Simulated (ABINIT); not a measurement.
SnSe2:

```
CELL_PARAMETERS angstrom
3.81100 0.00000 0.00000
-1.90550 3.30042 0.00000
0.00000 0.00000 6.13600
ATOMIC_POSITIONS crystal
Sn 0.00000 0.00000 0.00000
Se 0.66667 0.33333 0.75100
Se 0.33333 0.66667 0.24900
```

```yaml
Program: ABINIT 10.8.3 (patched build)
Task: relaxation of cell and atoms
Functional: PBEsol
Potentials_or_basis: JTH PAW PBE v2.0
Cutoff: 599 eV
k_mesh: 8 × 8 × 5
Occupations: fermi-dirac, width 0.05 eV
Spin: no spin polarisation
```

At the start: pressure 2.5 GPa; volume 25.73 Å³/atom.

Question: Where does the relaxation end?

Answer: Over 8 steps the energy falls by 12.1 meV/atom and the volume is 26.20 Å³/atom (+1.8 %); space group P-3m1 (No. 164, to 0.05 Å).

Step by step:
| step | energy change (eV) | largest force (eV/Å) | pressure (GPa) | volume (Å³) |
| --- | --- | --- | --- | --- |
| 1 | 0.0000 | 0.6074 | 2.53 | 77.18 |
| 2 | -0.0157 | 0.4569 | 1.71 | 77.78 |
| 3 | -0.0340 | 0.0789 | -0.23 | 79.28 |
| 4 | -0.0344 | 0.0533 | -0.31 | 79.31 |
| 5 | -0.0355 | 0.0029 | -0.36 | 79.14 |
| 6 | -0.0360 | 0.0112 | -0.22 | 78.87 |
| 7 | -0.0361 | 0.0041 | -0.06 | 78.65 |
| 8 | -0.0362 | 0.0122 | -0.01 | 78.61 |

Final structure:
```xyz
3
Lattice="3.8144 0.0000 0.0000 -1.9072 3.3034 0.0000 0.0000 0.0000 6.2384" Properties=species:S:1:pos:R:3 pbc="T T T"
Sn    0.0000    0.0000    0.0000
Se    1.9072    1.1011    4.6510
Se    0.0000    2.2022    1.5873
```

Caveat: the PAW data sets were made with another functional, which shifts forces and pressure a little; this functional lacks dispersion, which binds the layers, so the pressure and a relaxed spacing across them are unreliable.
